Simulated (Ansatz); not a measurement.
C3H4N2 (`c1cn[nH]c1`), relaxed with RKS PBE0-D4/def2-TZVP in Ansatz 0.2.0 from a PBE-D4/def2-SVP geometry. The force threshold is 0.005 eV/Å; the program also tests the step.

The species carries charge 0 and has multiplicity 1.

Start:

```xyz
9

C    -0.237   -0.713   -0.698
C     0.442    0.486   -1.044
N     0.647    1.272    0.024
N     0.108    0.585    1.045
C    -0.438   -0.611    0.676
H    -0.539   -1.537   -1.352
H     0.791    0.813   -2.032
H     0.142    0.989    1.982
H    -0.916   -1.284    1.398
```

| step | energy (eV) | largest force (eV/Å) | largest move (Å) |
| --- | --- | --- | --- |
| 1 | -6150.5968 | 0.968 | 0.000 |
| 2 | -6150.6517 | 0.353 | 0.023 |
| 3 | -6150.6567 | 0.020 | 0.009 |
| 4 | -6150.6567 | 0.011 | 0.002 |
| 5 | -6150.6567 | 0.005 | 0.001 |
| 6 | -6150.6567 | 0.002 | 0.000 |

End:

```xyz
9

C    -0.235   -0.705   -0.689
C     0.437    0.481   -1.034
N     0.639    1.254    0.021
N     0.105    0.577    1.036
C    -0.432   -0.603    0.667
H    -0.532   -1.516   -1.332
H     0.781    0.802   -2.005
H     0.138    0.973    1.958
H    -0.902   -1.263    1.378
```

Hardware: 4 threads of an Intel Xeon Platinum 8175M on a shared host. Wall time 14 s, peak host memory 0.4 GiB.
